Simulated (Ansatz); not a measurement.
Input and command of a plane-wave DFT calculation in Ansatz:

```yaml
crystal:
  lattice:
    - [-3.2558375624, 3.2671089426, 2.5817996185]
    - [3.2696721442, -3.3036578502, 2.6456923626]
    - [3.228868476, 3.2766887639, -2.6281483337]
  atoms:
    - { symbol: Hf, position: [0.8375838124, 0.6477639333, 0.5011960718] }
    - { symbol: Hf, position: [0.3444512279, 0.8354640466, 0.1810520348] }
    - { symbol: Hf, position: [0.1611596586, 0.3447014338, 0.4963448871] }
    - { symbol: Hf, position: [0.6450144328, 0.1585558437, 0.8048570565] }
    - { symbol: Si, position: [0.7609973863, 0.7628270325, 0.013552697] }
    - { symbol: Si, position: [0.2570214359, 0.2521287571, -0.0085572422] }
basis:
  ecutwfc: 200
kpoints:
  mp_grid: { grid: [8, 8, 6] }
hamiltonian:
  xc: r2scan
scf:
  occupations: { method: gaussian, width: 0.1 }
output:
  forces: true
  stress: true
  eigenvalues: true
```

```bash
ansatz run input.yaml --threads 1 --pin off --max-ram 2560MiB --backend cpu --events-out ev --progress --plain --runs-dir out
```

Processor: Oxide Virtual Turin-like Processor (Zen 5), 1 thread, on a host shared with other jobs.

Problem. How long does it run, and how much memory does it take?

Solution. About 92 s on 1 thread of Oxide Virtual Turin-like Processor (Zen 5) (shared host), peak memory 0.72 GiB. It solves 68 bands at 196 k points (the mesh reduced by symmetry) with about 713 plane waves, in 8 SCF iterations.
